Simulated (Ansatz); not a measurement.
Runs of Ansatz 0.2.0 on ZrC. The structure is cubic, space group Fm-3m (No. 225). Conventional cell: a = 4.730 Å, b = 4.730 Å, c = 4.730 Å, α = 90.00°, β = 90.00°, γ = 90.00°. Around Zr (site symmetry m-3m) lie 6 C at 2.37 Å. C (site symmetry m-3m) has 6 Zr at 2.37 Å as nearest neighbours. 

```tsv
task	level	potentials or basis	cell	k mesh	cutoff (eV)	smearing	basis error allowed	mesh quality	pressure (GPa)
single point	PBE	all-electron LAPW, scalar-relativistic	as given	10 × 10 × 10	254	gaussian 0.027 eV	0.001 eV/atom	not flagged	-2.9
single point	PBE	all-electron LAPW, scalar-relativistic	as given	10 × 10 × 10	254	gaussian 0.019 eV	0.001 eV/atom	not flagged	-2.9
single point	r2SCAN0+D4	all-electron PAW datasets made for the crystal	as given	5 × 5 × 5	280	gaussian 0.1 eV	-	coarse	(a)
relaxation of cell and atoms	PBE	all-electron LAPW, scalar-relativistic	relaxed	10 × 10 × 10	-	fermi-dirac 0.05 eV	0.001 eV/atom	not flagged	0.0
single point	PBE	all-electron LAPW, scalar-relativistic	as given	10 × 10 × 10	254	gaussian 0.023 eV	0.001 eV/atom	not flagged	-2.9
band structure	revPBE	all-electron LAPW, scalar-relativistic	as given	10 × 10 × 10	254	fermi-dirac 0.05 eV	0.001 eV/atom	not flagged	-0.5
```

Alike in all rows: no spin polarisation.

Estimate the missing entries.

(a) -5.8.

Caveats: some runs use coarse meshes; the k mesh is thin for a metal, which can move the energy by tens of meV per atom (some runs); pairwise dispersion overbinds metals, which lowers pressure and volume (some runs).

The runs don't all hold the same shells in valence.
